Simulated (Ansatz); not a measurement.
# TiCo (Pm-3m) in Ansatz: a series of runs

Runs on TiCo. Level: PBEsol. Tasks: single point.

Everything below comes from runs of Ansatz 0.2.0. Logs are shortened: lines on timing, memory, paths and dates and some standing lists are left out, and cuts for length are marked.

**1. The structure**

The structure is cubic, space group Pm-3m (No. 221). The conventional cell has a = 2.986 Å, b = 2.986 Å, c = 2.986 Å, α = 90.00°, β = 90.00°, γ = 90.00°. Co (site symmetry m-3m) has 8 Ti at 2.59 Å as nearest neighbours. Around Ti (site symmetry m-3m) lie 8 Co at 2.59 Å.

The cell comes from a database or a generator and needn't be the stable form of this composition.

**2. Single point, PBEsol**

input.yaml

```yaml
crystal:
  lattice:
    - [2.98611099, 0.0, 0.0]
    - [0.0, 2.98611099, 0.0]
    - [0.0, 0.0, 2.98611099]
  atoms:
    - { symbol: Co, position: [0.5, 0.5, 0.5] }
    - { symbol: Ti, position: [0.0, 0.0, 0.0] }
hamiltonian:
  xc: pbesol
  pseudopotentials: { kind: paw }
kpoints:
  mp_grid: { grid: [9, 9, 9] }
scf:
  occupations: { method: fermi_dirac, width: 0.05 }
output:
  forces: true
  stress: true
  eigenvalues: true
  write_density: true
  write_potential: true
  elf: true
  volumetric_format: npy
```

Potentials or basis: Ansatz PAW.

On the command line:

```bash
$ ansatz run input.yaml --threads 2 --pin off --max-ram 5632MiB --backend cpu --events-out ev --progress --plain --runs-dir out
```

What it wrote:

```text
Warning: RAYON_NUM_THREADS=2 ignored (pool sized by the plan → 2); use --threads N
Engine: ansatz 0.2.0, aarch64-unknown-linux-gnu
Pseudopotentials: kind: paw
Pseudopotential: Co, paw, valence charge 17, recommended cutoff 420 eV (normal), Co.paw.azcp
Pseudopotential: Ti, paw, valence charge 12, recommended cutoff 420 eV (normal), Ti.paw.azcp
Functional definition: PBEsol
  exchange = pbesol_x
  correlation = pbesol_c
Crystal: 2 atoms, lattice volume = 26.627 Å³
Basis set: ecut = 420 eV, 485 PW (Γ), exchange–correlation on 40×40×40 points (8 copies of the dense FFT grid, shifted against one another)
Bands: 19, of which v1, the nominal top of the filled ones, is band 15 counted from 1 (14 counted from 0)
Symmetry: 48 space group operations
Space group: Pm-3m (ITA 221), of the structure as read, at distance tolerance 3.0e-5 Å
k-points: 35 of 729
Non-local potential: Co, projectors of the file, l = 0: 3, l = 1: 2, l = 2: 3, l = 3: 1
Non-local potential: Ti, projectors of the file, l = 0: 3, l = 1: 2, l = 2: 3, l = 3: 1
PAW form: soft (Blöchl's): semilocal exchange-correlation on the pseudo side does not see the compensation charge
PAW frozen core: Co, regenerated for the run's functional, and the local potential with it (the file was generated under x = pbe(κ = 0.804, μ = 0.2195149727645171), c = pbe(β = 0.06672455060314922))
PAW frozen core: Ti, regenerated for the run's functional, and the local potential with it (the file was generated under x = pbe(κ = 0.804, μ = 0.2195149727645171), c = pbe(β = 0.06672455060314922))
PAW one-centre angular grid: Co, 590 points (default); XC on 64 Gauss nodes
PAW one-centre angular grid: Ti, 590 points (default); XC on 64 Gauss nodes
Initial density: superposition of atomic densities (neutral atoms: chi_scale 0, normalization atom), corrected by the library's trained network
Initial wavefunctions: pseudopotential atomic-orbital guess
Functional: x = pbesol(κ = 0.804, μ = 0.12345679012345678), c = pbesol(β = 0.046)
SCF iter   1: F=—  HF=-7567.669845 eV  |F-HF|=—  |Δ(HF+E_count)|=         —  Δρ=2.23e-2  dr2=8.29e-2  ethr=1.77e-3  ⟨swp⟩=3.5  Hψ=2536  notcnv=0
preconditioner: auto → none  [metal: Δε(μ)=0.028 eV  Ē_g=3.931 eV  σ=0.050 eV  W_gap=0.14  n_scr=6 (ndim 8)  ℏωp=25.9 eV  f_vac=0.000  D(μ)=4.03/eV (n_scr^D=80)  sad-step TF]
SCF iter   2: F=—  HF=-7567.662366 eV  |F-HF|=—  |Δ(HF+E_count)|=   7.48e-3  Δρ=5.97e-3  dr2=5.54e-3  ethr=2.86e-4  ⟨swp⟩=2.0  Hψ=1080  notcnv=0
SCF iter   3: F=—  HF=-7567.661758 eV  |F-HF|=—  |Δ(HF+E_count)|=   6.08e-4  Δρ=8.93e-4  dr2=4.27e-5  ethr=1.91e-5  ⟨swp⟩=2.3  Hψ=873  notcnv=0
SCF iter   4: F=—  HF=-7567.661698 eV  |F-HF|=—  |Δ(HF+E_count)|=   6.06e-5  Δρ=1.05e-4  dr2=1.04e-6  ethr=1.47e-7  ⟨swp⟩=2.1  Hψ=930  notcnv=0
iter 5 did not close the SCF: its close was put off for the readings that it lacked (scf_convergence_deferred on its scf_iter line)
SCF iter   5: F=-7567.661698 eV  HF=-7567.661698 eV  |F-HF|=2.25e-8  |Δ(HF+E_count)|=   4.20e-7  Δρ=1.45e-5  dr2=2.60e-8  ethr=3.58e-9  ⟨swp⟩=2.4  Hψ=1023  notcnv=0
SCF iter   6: F=-7567.661698 eV  HF=-7567.661698 eV  |F-HF|=1.54e-8  |Δ(HF+E_count)|=   5.60e-9  Δρ=9.42e-6  dr2=1.62e-8  ethr=8.98e-11  ⟨swp⟩=5.1  Hψ=3867  notcnv=0
SCF 1 converged in 6 iterations: F = -7567.661698 eV  dr2 = 1.62e-8
SCF converged after 6 iterations
Free energy (F): -7567.661698 eV
Harris-Foulkes:  -7567.661698 eV  (|F-HF|=1.54e-8)
Internal energy: -7567.631450 eV  (E = F + TS)
E sigma→0 (E₀):  -7567.646574 eV
Entropy (-TS):   -0.030248 eV (-15.124 meV/atom)
Fermi energy:    16.443340 eV
--- Per-component energies (eV) ---
  E_band       = -404.476500
  E_kinetic    = 729.281661
  E_local      = -3886.711436  (includes V_loc(G=0)·N_el)
  E_nonlocal   = 463.385439
  E_hartree    = 1637.965276
  E_xc         = -255.402871
  E_vxc        = -327.282309  (∫ρ·V_xc dr)
  E_paw        = -2505.428037  (= ΣΔE_a)
  E_vpaw       = -659.090373  (= ΣTr[D̂ρ^β])
  E_aug_tail   = 0.000154  (compensation charges beyond the density's cutoff)
  E_ewald      = -3751.049440
  E_core_change = 0.327804  (= ΣΔE_core)
  E_smearing   = -0.030248  (= −TS)
  E_closure    = -0.000000  (closes the sum)
  Σ components = -7567.661698   (vs F -7567.661698, Δ=0.00e0)
--- Forces (eV/Å), atoms counted from 1 ---
  atom   1  Co     0.00000000     0.00000000     0.00000000
  atom   2  Ti    -0.00000000     0.00000000     0.00000000
  max |Σ_I F_I| component: 2.54e-29 eV/Å
--- Stress (GPa, compression-positive) ---
       -9.392341      -0.000000       0.000000
        0.000000      -9.392341       0.000000
        0.000000       0.000000      -9.392341
  P = ⅓ Tr σ = -9.3923 GPa (-93.923 kbar)
--- Band table (eV; the first three rows and the last of 35) ---
  k-point 0: bands = ["-78.2059", "-41.6237", "-41.6237", "-41.6237", "-40.4374", "-16.6443", "-16.6443", "-16.6443", "8.7636", "12.7030", "12.7030", "15.0365", "15.0365", "15.0365", "17.2569", "17.2569", "19.2186", "19.2186", "19.2186"]
  k-point 1: bands = ["-78.2057", "-41.6286", "-41.6235", "-41.6235", "-40.4314", "-16.6809", "-16.6417", "-16.6417", "9.0078", "12.8114", "12.8128", "15.0199", "15.0199", "15.0808", "17.1307", "17.3021", "18.8918", "18.8918", "19.1640"]
  k-point 2: bands = ["-78.2053", "-41.6409", "-41.6228", "-41.6228", "-40.4162", "-16.7727", "-16.6352", "-16.6352", "9.7082", "13.0627", "13.1272", "14.9850", "14.9850", "15.1988", "16.7725", "17.3561", "18.2023", "18.2023", "19.0200"]
  k-point 34: bands = ["-78.2016", "-41.6425", "-41.6424", "-41.6424", "-40.3476", "-16.8673", "-16.8671", "-16.8671", "13.8846", "14.0316", "14.0316", "14.3582", "14.3880", "14.3880", "15.9992", "15.9992", "19.4731", "19.4731", "23.3122"]
```

It took 1 s on 2 threads of Arm Neoverse V2, shared host; peak memory 0.29 GiB.

Results:

```yaml
Free_energy: -7567.6617 eV
Pressure: -9.4 GPa
Band_gap_on_the_k_mesh: none (metal or under the smearing width)
```

Levels at points of the mesh, in eV from the Fermi level:
```csv
k point,band 12,band 13,band 14,band 15,band 16,band 17
"(0.00, 0.00, 0.00)",-1.41,-1.41,-1.41,0.81,0.81,2.78
```

Caveat: the PAW data sets come from PBE, with cores solved anew for the run's functional, which leaves a small shift of forces and pressure. Spin polarisation is off, so any magnetic state and its effect on volume and gap are missing.

**3. Single point, PBEsol, collinear spin, ferromagnetic start**

input.yaml

```yaml
crystal:
  lattice:
    - [2.98611099, 0.0, 0.0]
    - [0.0, 2.98611099, 0.0]
    - [0.0, 0.0, 2.98611099]
  atoms:
    - { symbol: Co, position: [0.5, 0.5, 0.5], spin: 2.0 }
    - { symbol: Ti, position: [0.0, 0.0, 0.0], spin: 1.0 }
hamiltonian:
  xc: pbesol
  pseudopotentials: { kind: paw }
magnetization:
  spin_polarized: true
kpoints:
  mp_grid: { grid: [9, 9, 9] }
scf:
  occupations: { method: fermi_dirac, width: 0.05 }
output:
  forces: true
  stress: true
  eigenvalues: true
```

Potentials or basis: Ansatz PAW.

On the command line:

```bash
$ ansatz run input.yaml --threads 2 --pin off --max-ram 5632MiB --backend cpu --events-out ev --progress --plain --runs-dir out
```

Wall time 2.9 s (2 threads of Arm Neoverse V2, shared host); peak memory 0.32 GiB.

It converged, with:

- Free energy: -7567.6932 eV
- Pressure: -8.1 GPa
- Band gap on the k mesh: none (metal or under the smearing width)
- Net moment: 0.71 μB per cell
- Absolute moment: 0.89 μB per cell
- Site moments: Co +0.79; Ti -0.03 μB

Levels at points of the mesh, in eV from the Fermi level:
Spin up:
```
           k point  band 11  band 12  band 13  band 14  band 15  band 16  band 17  band 18
(0.00, 0.00, 0.00)    -4.13    -1.82    -1.82    -1.82     0.52     0.52     2.69     2.69
```
Spin down:
```
           k point  band 12  band 13  band 14  band 15  band 16  band 17
(0.00, 0.00, 0.00)    -1.32    -1.32    -1.32     0.96     0.96     2.77
```

Caveat: the PAW data sets come from PBE, with cores solved anew for the run's functional, which leaves a small shift of forces and pressure.
